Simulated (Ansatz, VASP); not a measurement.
## Two plane-wave programs on BAs

```xyz
2
Lattice="0.0000 2.3919 2.3919 2.3919 0.0000 2.3919 2.3919 2.3919 0.0000" Properties=species:S:1:pos:R:3 pbc="T T T"
B     0.0000    0.0000    0.0000
As    1.1959    1.1959    1.1959
```

Alike in both runs: task single point; functional PBE; k mesh 6 × 6 × 6; no spin polarisation.

```csv
,VASP,Ansatz
version,VASP 6.6.1,Ansatz 0.2.0
potentials or method,"VASP PAW PBE potentials, release 64 (B, As)",plane waves
plane-wave cutoff (eV),520,600
occupations,"gaussian, width 0.01 eV",fixed
valence electrons in the cell,8,18
```

```tsv
	VASP	Ansatz	Ansatz less VASP
gap on the k mesh at the Fermi level (eV)	1.28	1.28	+0.008
pressure (GPa)	2.9	2.2	-0.65
```

The two sets of potentials don't hold the same shells in valence.

A k mesh can miss the band edges.
